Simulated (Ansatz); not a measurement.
This is a band-structure calculation with the plane-wave code Ansatz on F (C2/m) from a database of computed structures; the level of theory is PBE. The cell was relaxed beforehand with r2SCAN+rVV10.

Input (YAML):
```yaml
crystal:
  lattice:
    - [2.5993453343, -1.4920843443, -0.0047001905]
    - [2.5993453343, 1.4920843443, -0.0047001905]
    - [-2.0734874216, 0.0, 6.7858936332]
  atoms:
    - { symbol: F, position: [0.5055235754, 0.5055235754, 0.4026590873] }
    - { symbol: F, position: [0.0849737859, 0.0849737859, 0.0970422311] }
    - { symbol: F, position: [0.4944764246, 0.4944764246, 0.5973409127] }
    - { symbol: F, position: [0.9150262141, 0.9150262141, 0.9029577689] }
kpoints:
  mp_grid: { grid: [10, 10, 4] }
  band_path:
    path:
      - [[0.0, 0.0, 0.0], [-0.3401663309473, 0.3401663309473, 4.272648472418e-17]]
      - [[-0.6598336690527, -0.3401663309473, -1.147750696503e-16], [-0.5, -0.5, -1.147750696503e-16], [0.0, 0.0, 0.0], [-0.5, -0.5, 0.5], [-0.6792524783641, -0.3207475216359, 0.5]]
      - [[-0.3207475216359, 0.3207475216359, 0.5], [-2.316946989563e-20, 1.331648199491e-20, 0.5], [0.0, 0.0, 0.0]]
      - [[-0.5, -2.080884236586e-17, 0.5], [0.0, 0.0, 0.0], [-0.5, -6.702567745333e-17, -5.738753482515e-17]]
    npoints: 10
hamiltonian:
  xc: pbe
scf:
  occupations: { method: fermi_dirac, width: 0.02 }
  n_extra_bands: 5
output:
  forces: true
  stress: true
  eigenvalues: true
```

Command: `ansatz run input.yaml --threads 2 --pin off --max-ram 2211MiB --backend cpu --events-out ev --progress --plain --runs-dir out`. Wall time 4.1 s on 2 threads of Arm Neoverse V1 (shared host), load about 0.4 per core; peak host memory 0.35 GiB.

What the program printed (shortened):
```
Functional definition: PBE
Crystal: 4 atoms, lattice volume = 52.608 Å³
Basis set: ecut = 420 eV, 997 PW (Γ)
Bands: 19, of which v1, the nominal top of the filled ones, is band 14 counted from 1 (13 counted from 0)
Symmetry: 4 space group operations
Space group: C2/m (ITA 12)
k-points: 117 of 400
SCF iter   1: HF=-3222.295777 eV  Δρ=3.67e-3  dr2=1.91e-3
SCF iter   2: HF=-3222.298054 eV  Δρ=1.73e-3  dr2=3.48e-4
SCF iter   3: HF=-3222.298641 eV  Δρ=4.48e-4  dr2=5.68e-5
SCF iter   4: HF=-3222.298684 eV  Δρ=9.49e-5  dr2=1.44e-6
SCF iter   5: HF=-3222.298687 eV  Δρ=3.16e-5  dr2=2.00e-7
SCF iter   6: HF=-3222.298687 eV  Δρ=8.48e-6  dr2=9.30e-9
SCF 1 converged in 6 iterations: F = -3222.298687 eV  dr2 = 9.30e-9
NSCF: frozen V_eff on 94 k-points
Free energy (F): -3222.298687 eV
Fermi energy:    -0.714948 eV
--- Forces (eV/Å), atoms counted from 1 ---
  atom   1  F       0.18146      0.00000    -0.55029
  atom   2  F       0.18754      0.00000      0.55988
  atom   3  F     -0.18146      0.00000      0.55029
  atom   4  F     -0.18754      0.00000    -0.55988
--- Stress (GPa, compression-positive) ---
        3.705824       0.000000       0.041435
        0.000000       2.973141       0.000000
        0.041458       0.000000       6.933287
  P = ⅓ Tr σ = 4.5374 GPa (45.374 kbar)
--- Band table (eV; the first three rows and the last of 117) ---
  k-point 0: bands = […, -5.3992, -5.3656, -2.4937, -2.3154, -2.2628, -2.1278, 0.6076, 1.9017, 7.7191, 9.9419, …]
  k-point 1: bands = […, -5.3914, -5.3757, -2.4831, -2.3455, -2.2452, -2.1449, 0.7970, 1.7070, 7.9583, 9.3669, …]
  k-point 2: bands = […, -5.3888, -5.3862, -2.4577, -2.3899, -2.2169, -2.1720, 1.2183, 1.2813, 8.5536, 8.5888, …]
  k-point 116: bands = […, -5.7660, -5.7074, -2.8876, -2.7905, -2.2938, -2.2429, 1.3568, 1.4090, 12.5726, 12.8362, …]
```

The rows of the band table are 0: (0, 0, 0) = Γ, 1: (0, 0, 1/4), 2: (0, 0, -1/2) = A, 116: (-1/2, -1/2, -1/2) = M₂.

Levels along the path, in eV from the valence top (v1 is the last filled band, c1 the first empty one):
```tsv
point	distance (1/Å)	v3	v2	v1	c1	c2
Γ	0.00	-0.24	-0.19	-0.06	2.68	3.97
·	0.72	-0.56	-0.42	-0.26	3.02	3.85
C	1.43	-0.62	-0.44	-0.42	3.38	3.54
C₂	1.43	-0.62	-0.44	-0.42	3.38	3.54
·	1.70	-0.59	-0.49	-0.20	3.41	3.46
·	2.04	-0.53	-0.41	-0.01	3.34	3.47
Y₂	2.11	-0.53	-0.41	0.00	3.34	3.47
·	2.61	-0.47	-0.33	-0.02	3.15	3.65
·	3.24	-0.26	-0.20	-0.05	2.70	3.96
Γ	3.37	-0.24	-0.19	-0.06	2.68	3.97
·	3.85	-0.42	-0.20	-0.09	2.87	3.88
·	4.46	-0.71	-0.22	-0.17	3.36	3.54
M₂	4.58	-0.72	-0.22	-0.17	3.43	3.48
·	4.88	-0.72	-0.28	-0.28	3.43	3.49
·	5.26	-0.67	-0.53	-0.31	3.44	3.51
D	5.34	-0.67	-0.55	-0.30	3.44	3.52
D₂	5.34	-0.67	-0.55	-0.30	3.44	3.52
·	5.74	-0.69	-0.45	-0.21	3.42	3.50
·	6.42	-0.39	-0.19	-0.17	3.31	3.38
A	6.69	-0.32	-0.14	-0.10	3.29	3.35
·	6.83	-0.30	-0.16	-0.09	3.03	3.62
·	7.06	-0.25	-0.19	-0.06	2.71	3.94
Γ	7.15	-0.24	-0.19	-0.06	2.68	3.97
L₂	7.15	-0.63	-0.49	-0.18	3.20	3.71
·	7.40	-0.59	-0.48	-0.18	3.16	3.73
·	8.02	-0.34	-0.27	-0.18	2.81	3.92
Γ	8.40	-0.24	-0.19	-0.06	2.68	3.97
·	8.64	-0.26	-0.24	-0.13	2.74	3.95
·	9.26	-0.68	-0.41	-0.32	3.20	3.72
V₂	9.62	-0.82	-0.42	-0.34	3.45	3.52
```

With PBE the valence top lies at Y₂ and the conduction bottom at Γ, 2.68 eV higher; the smallest vertical gap, at Γ, is 2.74 eV. Edges are sought over the mesh and the listed points. The mean pressure at these positions is +4.54 GPa, compression counted positive. The largest force is 0.59 eV/Å.

No spin polarisation and no zero-point or thermal motion.
